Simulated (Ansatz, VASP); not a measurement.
# C: VASP beside Ansatz

File INCAR:

```
SYSTEM = C
PREC = Accurate
ENCUT = 600
EDIFF = 1E-6
ISMEAR = -1
SIGMA = 0.1
LREAL = .False.
LASPH = .True.
NELM = 60
ALGO = Normal
ISIF = 3
LWAVE = .False.
LCHARG = .False.
GGA = PE
IBRION = 2
NSW = 60
EDIFFG = -0.005
```

The input KPOINTS:

```
regular mesh
0
Gamma
  23 23 23
  0 0 0
```

Contents of POSCAR:

```
C
1.0
    0.0000000000      1.4812480342      1.4812480342
    1.4812480342      0.0000000000      1.4812480342
    1.4812480342      1.4812480342      0.0000000000
C
1
Direct
    0.0000000000      0.0000000000      0.0000000000
```

Input for Ansatz:

```yaml
crystal:
  lattice:
    - [0.0, 1.4812480342, 1.4812480342]
    - [1.4812480342, 0.0, 1.4812480342]
    - [1.4812480342, 1.4812480342, 0.0]
  atoms:
    - { symbol: C, position: [0.0, 0.0, 0.0] }
kpoints:
  mp_grid: { grid: [23, 23, 23] }
scf:
  occupations: { method: fermi_dirac, width: 0.1 }
hamiltonian:
  xc: pbe
  pseudopotentials: { kind: paw }
output:
  forces: true
  stress: true
relax:
  f_tol: 0.005
  max_steps: 40
  cell: {}
```

Alike in both runs: task relaxation of cell and atoms; functional PBE; k mesh 23 × 23 × 23; occupations fermi-dirac, width 0.1 eV; no spin polarisation.

```csv
,VASP,Ansatz
version,VASP 6.6.1,Ansatz 0.2.0
potentials or method,"VASP PAW PBE potentials, release 64 (C)","PAW with Ansatz's default frozen-core files, scalar-relativistic"
plane-wave cutoff (eV),600,420
valence electrons in the cell,4,4
```

|  | VASP | Ansatz | Ansatz less VASP |
| --- | --- | --- | --- |
| relaxed volume (Å³/atom) | 7.34 | 7.34 | 0.000 |
| relaxed cell length with the largest relative difference (Å) | 2.181 | 2.181 | 0.0000 |
| energy change over the relaxation (meV/atom) | -52 | -52 | 0.0 |
